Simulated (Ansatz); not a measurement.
## In, a known structure type with other elements, at an estimated volume

```
In
1.0
     6.24575    0.00000    0.00000
     0.00000    4.87263    0.00000
    -2.26294    0.00000   10.84437
In
16
Direct
  0.03140 0.25000 0.62100
  0.96860 0.75000 0.37900
  0.66050 0.25000 0.45690
  0.33950 0.75000 0.54310
  0.32750 0.25000 0.93020
  0.67250 0.75000 0.06980
  0.33900 0.25000 0.15650
  0.66100 0.75000 0.84350
  0.47190 0.25000 0.65030
  0.52810 0.75000 0.34970
  0.13450 0.25000 0.34060
  0.86550 0.75000 0.65940
  0.77040 0.25000 0.17170
  0.22960 0.75000 0.82830
  0.87070 0.25000 0.89580
  0.12930 0.75000 0.10420
```

Level: r2SCAN, no spin polarisation; 500 eV; 4×5×3 Γ-centred mesh; gaussian occupations (width 0.0257 eV); Ansatz 0.2.0, fixed geometry.

**Stress.** The pressure is 27.9 GPa (compression positive), so with the atoms held at these fractions the cell would first expand; the forces are large, so a full relaxation may end otherwise. The principal stresses 26.4, 26.8, 30.5 GPa differ, so its shape would change too.
**Contacts.** In–In at 2.49 Å: least valence density 0.47 e/Å³ and ELF 0.33 there. These are pseudo-fields; inside the PAW spheres they differ from the all-electron ones.
**Forces.** The largest is on In5 (and as large on other atoms): 2.31 eV/Å, components (1.09, 0.00, -2.04). It makes 162° with the line to a nearest neighbour, In7 at 2.49 Å, pointing away from it.
**Electronic structure.** It is a metal, with about 6.2 states/eV a cell as the mean within 0.25 eV of the Fermi level, mostly In p (71 %) and In s (26 %).

Origin: a known structure type with other elements, at an estimated volume, so it need not be a known compound. Caveats: atoms or cell far from equilibrium.
